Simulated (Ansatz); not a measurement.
## The polar optical mode of MgO at 12 GPa, worked through

Computed with Ansatz, DFT PBEsol, scalar-relativistic, plane waves, PAW. Cutoff 420 eV, 10×10×10 k-points (Γ-centred), fixed occupations. No spin polarisation. Phonons by linear response, acoustic sum rule imposed.

The cell, relaxed at 12 GPa:
```
Mg O
1.0
     0.00000    2.06093    2.06093
     2.06093    0.00000    2.06093
     2.06093    2.06093    0.00000
Mg O
1 1
Direct
  0.00000 0.00000 0.00000
  0.50000 0.50000 0.50000
```

Linear response gives ν_TO = 450.1 cm⁻¹, Born charges ±1.952 e (positive on Mg) and ε∞ = 3.172. The primitive cell holds 17.507 Å³, and the masses are 24.305 and 15.999 amu.

Q: Find ν_LO and the static dielectric constant.

A: The long-wave field adds a restoring force: ω_LO² − ω_TO² = Z*²e²/(ε_vac ε∞ μV). In these units ν_LO² − ν_TO² = 4.92064×10⁷ Z*²/(μ V ε∞) cm⁻², with μ = m₁m₂/(m₁ + m₂) = 9.648 amu: 350008 cm⁻². So ν_LO = √(450.1² + 350008) = 743.4 cm⁻¹, and the run gives 743.4. Lyddane–Sachs–Teller then gives ε0 = ε∞ (ν_LO/ν_TO)² = 8.65, against 8.65 in the run (it forms both from the same three quantities, so the match checks the arithmetic only). Between ν_TO and ν_LO the dielectric function is negative and an undamped crystal reflects fully: a reststrahlen band from 13.5 to 22.2 μm.

Q: What do the Clausius–Mossotti polarisability and the Szigeti charge come to?

A: With the Lorentz local field, α = (3V/4π)(ε∞ − 1)/(ε∞ + 2) = 1.76 Å³ for the pair, and e_S = 3Z*/(ε∞ + 2) = 1.13 e. The Born charge includes the electrons' response to the dipole's own local field, and e_S takes that enhancement out. The Lorentz field assumes point-like polarisable ions, a fair picture at this small ε∞.

Q: How strongly does a slow electron couple to the LO mode?

A: For one isotropic parabolic band, Fröhlich's constant is α_F = (1/ε∞ − 1/ε0) √(m* Ry/ħω_LO), with Ry = 13.606 eV, ħω_LO = 92.2 meV and m* in free-electron masses: α_F = 0.1997 × 12.15 × √m* = 2.43 √m*. The band mass isn't part of this run; for m* = 0.1, 0.3 and 1 it gives 0.77, 1.33, 2.43. In weak coupling the polaron lies α_F ħω_LO below the band edge (122 meV at m* = 0.3) with a mass m*(1 + α_F/6); past α_F of about 5 or 6 that expansion fails. A semilocal functional's ε∞ tends to be too large, which taken alone lowers α_F.

Cost: 1 run of about 0.083 core-minutes, on Intel Xeon 6975P-C (Granite Rapids) (shared hosts).

The Born charge of 1.952 e lies close to the nominal ionic value of two, as expected for closed-shell ions with little charge transfer during the optical displacement. That charge, the light ions, the small cell and the weak electronic screening of a wide-gap oxide together produce the large LO–TO splitting. The lattice therefore supplies more than half of the static dielectric constant. This is ordinary ionic polarisability, with no sign of a soft polar mode at this volume. The smaller Szigeti charge of 1.13 e should not be read as the static charge on Mg: it probably reflects short-range overlap that distorts the oxygen shell as the sublattices move.

For electrons, the broad, largely s-like conduction band of MgO suggests a light mass and hence a large, mobile polaron rather than a self-trapped one. The same estimate does not carry over to holes, whose O 2p bands are heavier and degenerate at the valence-band top, and where short-range lattice distortion can compete with the Fröhlich coupling.
